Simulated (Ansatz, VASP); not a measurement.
**AlN in VASP and in Ansatz**

```xyz
2
Lattice="0.0000 1.9142 1.9142 1.9142 0.0000 1.9142 1.9142 1.9142 0.0000" Properties=species:S:1:pos:R:3 pbc="T T T"
Al    0.0000    0.0000    0.0000
N     0.9571    0.9571    0.9571
```

Alike in both runs: functional PBE; k mesh 17 × 17 × 17; occupations fermi-dirac, width 0.08 eV; no spin polarisation.

Ansatz relaxed the structure, and its values are those at the end. VASP's run is a single point on that final structure, the one shown.

|  | VASP | Ansatz |
| --- | --- | --- |
| version | VASP 6.6.1 | Ansatz 0.2.0 |
| potentials or method | VASP PAW PBE potentials, release 64 (Al, N), cutoff 520 eV | all-electron LAPW, scalar-relativistic |

|  | VASP | Ansatz | Ansatz less VASP |
| --- | --- | --- | --- |
| gap on the k mesh at the Fermi level (eV) | 3.46 | 3.46 | +0.002 |

Ansatz ran all-electron here, so the differences hold the error of VASP's frozen core and of both bases.

Caveats: an odd mesh through Γ misses points on the zone boundary, where band edges often lie. PBE gaps usually lie below the measured ones, often by a third to a half.
